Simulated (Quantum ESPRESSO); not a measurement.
The system is LiF (Griceite).

```
F Li
1.0
     0.00000    2.01400    2.01400
     2.01400    0.00000    2.01400
     2.01400    2.01400    0.00000
F Li
1 1
Direct
  0.50000 0.50000 0.50000
  0.00000 0.00000 0.00000
```

- Program: Quantum ESPRESSO 7.5
- Task: relaxation of cell and atoms
- Functional: PBEsol
- Dispersion: D3
- Potentials or basis: PseudoDojo 0.4.1 SR PBE standard
- Cutoff: 1143 eV
- Density cutoff: 4572 eV
- k mesh: 11 × 11 × 11
- Occupations: fermi-dirac, width 0.05 eV
- Spin: no spin polarisation

At the start: pressure -3.4 GPa; volume 8.17 Å³/atom.

**Question.** How do energy, volume and symmetry change on relaxing?

**Answer.** Over 7 steps the energy falls by 4.3 meV/atom and the volume is 7.80 Å³/atom (-4.5 %); space group Fm-3m (No. 225, to 0.05 Å).

Step by step:
```
step  energy change (eV)  largest force (eV/Å)  pressure (GPa)  volume (Å³)
   1              0.0000                0.0000           -3.39        16.34
   2             -0.0009                0.0000           -3.23        16.30
   3             -0.0024                0.0000           -2.91        16.21
   4             -0.0044                0.0000           -2.44        16.10
   5             -0.0063                0.0000           -1.83        15.95
   6             -0.0078                0.0000           -1.10        15.78
   7             -0.0086                0.0000           -0.27        15.61
```

Final structure:
```
F Li
1.0
     0.00000    1.98349    1.98349
     1.98349    0.00000    1.98349
     1.98349    1.98349    0.00000
F Li
1 1
Direct
  0.50000 0.50000 0.50000
  0.00000 0.00000 0.00000
```

Caveat: the potentials were made for another functional, which shifts forces and pressure.
